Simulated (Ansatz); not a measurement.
## HfS$_{2}$ (P-3m1), clamped-ion strain scan

Level of theory: DFT LDA, scalar-relativistic, plane waves, PAW (Ansatz). Settings: plane waves to 420 eV, k-mesh 9×9×6 (Γ-centred), Gaussian smearing 0.05 eV. Spin–orbit coupling is left out, which can shift energies with elements as heavy as these. No spin polarisation. Energies are free energies at this smearing, counted from the undisturbed cell; pressure is positive in compression.

Zero of the scan (as given, not relaxed at this level; it stands at -3.9 GPa):

```
Hf S
1.0
     3.63966    0.00000    0.00000
    -1.81983    3.15204    0.00000
     0.00000    0.00000    6.05556
Hf S
1 2
Direct
  0.00000 0.00000 0.00000
  0.66667 0.33333 0.76395
  0.33333 0.66667 0.23605
```

The cell holds layers and no dispersion correction was added, so their binding is poorly described.

The cell is strained by ε times the Voigt pattern (1, 1, 0, 0, 0, 0) (xx, yy, zz, yz, xz, xy; engineering shear) with fractional coordinates fixed.

```
      ε  ΔE (meV/atom)
-0.0200          -12.8
-0.0150          -12.2
-0.0100           -9.8
-0.0050           -5.7
 0.0000            0.0
 0.0050            7.3
 0.0100           16.2
 0.0150           26.5
 0.0200           38.3
```

(1) Predict the stress summed along the pattern (GPa, tension positive) at each point.

Results:

(1)
| ε | stress summed along the pattern (GPa, tension positive) |
| --- | --- |
| -0.0200 | -0.38 |
| -0.0150 | 2.13 |
| -0.0100 | 4.54 |
| -0.0050 | 6.84 |
| 0.0000 | 9.04 |
| 0.0050 | 11.14 |
| 0.0100 | 13.15 |
| 0.0150 | 15.07 |
| 0.0200 | 16.90 |